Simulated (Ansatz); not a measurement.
## Ca: clamped-ion strain scan

These are results of Ansatz, DFT PBEsol, scalar-relativistic, plane waves, PAW, not measurements. Settings: plane waves to 420 eV, k-mesh 18×18×18 (Γ-centred), Gaussian smearing 0.15 eV. No spin polarisation. Energies are free energies at this smearing, counted from the undisturbed cell; pressure is positive in compression.

The undisturbed cell (relaxed at this level; with this scan's settings it stands at 0.1 GPa; this simple cubic form isn't the usual structure):

```
Ca
1.0
     3.44720    0.00000    0.00000
     0.00000    3.44720    0.00000
     0.00000    0.00000    3.44720
Ca
1
Direct
  0.00000 0.00000 0.00000
```

The cell is strained by ε times the Voigt pattern (0, 0, 1, 0, 0, 0) (xx, yy, zz, yz, xz, xy; engineering shear) with fractional coordinates fixed. The cell is metallic on the mesh throughout.

```
      ε  ΔE (meV/atom)
-0.0400           12.7
-0.0300            7.2
-0.0200            3.3
-0.0100            1.0
 0.0000            0.0
 0.0100            0.4
 0.0200            1.9
 0.0300            4.7
 0.0350            6.5
 0.0400            8.5
```

Predict the stress summed along the pattern (GPa, tension positive) at each point.

```
      ε  stress summed along the pattern (GPa, tension positive)
-0.0400                                                    -2.49
-0.0300                                                    -1.83
-0.0200                                                    -1.21
-0.0100                                                    -0.65
 0.0000                                                    -0.11
 0.0100                                                     0.39
 0.0200                                                     0.86
 0.0300                                                     1.29
 0.0350                                                     1.49
 0.0400                                                     1.69
```